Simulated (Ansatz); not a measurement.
Crystal: MnS.

```
Mn S
1.0
     0.00000    2.47346    2.47346
     2.47346    0.00000    2.47346
     2.47346    2.47346    0.00000
Mn S
1 1
Direct
  0.00000 0.00000 0.00000
  0.75000 0.75000 0.75000
```

The cell is a database's computed one.

* Program: Ansatz 0.2.0
* Task: relaxation of cell and atoms
* Functional: PBEsol
* Potentials or basis: Ansatz PAW
* Cutoff: 420 eV (not typed: the program's choice for these potentials)
* k mesh: 9 × 9 × 9
* Occupations: fermi-dirac, width 0.05 eV
* Spin: collinear spin, ferromagnetic start
* Starting moments: [4.0, 0.0] μB
* Hubbard terms: Mn d U = 5 eV

At the start: volume 15.13 Å³/atom.

Question: How do energy, volume and symmetry change on relaxing?

Answer: It ends after 11 steps and the volume is 23.00 Å³/atom (+52.0 %); space group F-43m (No. 216, to 0.05 Å); moment 5.00 μB per cell.

Step by step:
| step | energy change (eV) | largest force (eV/Å) | volume (Å³) |
| --- | --- | --- | --- |
| 1 | 0.0000 | 0.0000 | 30.27 |
| 2 | -1.2408 | 0.0000 | 34.91 |
| 3 | -1.8760 | 0.0000 | 40.01 |
| 4 | -2.0218 | 0.0000 | 43.64 |
| 5 | -2.0295 | 0.0000 | 44.87 |
| 6 | -2.0295 | 0.0000 | 44.78 |
| 7 | -2.0736 | 0.0000 | 44.78 |
| 8 | -2.0798 | 0.0000 | 45.71 |
| 9 | -2.0801 | 0.0000 | 45.99 |
| 10 | -2.0803 | 0.0000 | 45.99 |
| 11 | -2.0803 | 0.0000 | 45.99 |

Final structure:
```
CELL_PARAMETERS angstrom
0.00000 2.84375 2.84375
2.84375 0.00000 2.84375
2.84375 2.84375 0.00000
ATOMIC_POSITIONS crystal
Mn 0.00000 0.00000 0.00000
S 0.75000 0.75000 0.75000
```

Caveat: the magnetic or orbital state may not be the lowest; the electronic state changed during the relaxation; the volume moved by over 15 % at a fixed basis, so the end points are rough; the plane-wave basis is chosen anew once the cell has moved, so the energies of steps on either side of that aren't comparable; a cell with one magnetic atom can't hold antiferromagnetic order, which such compounds often take; the PAW data sets come from PBE, with cores solved anew for the run's functional, which leaves a small shift of forces and pressure.
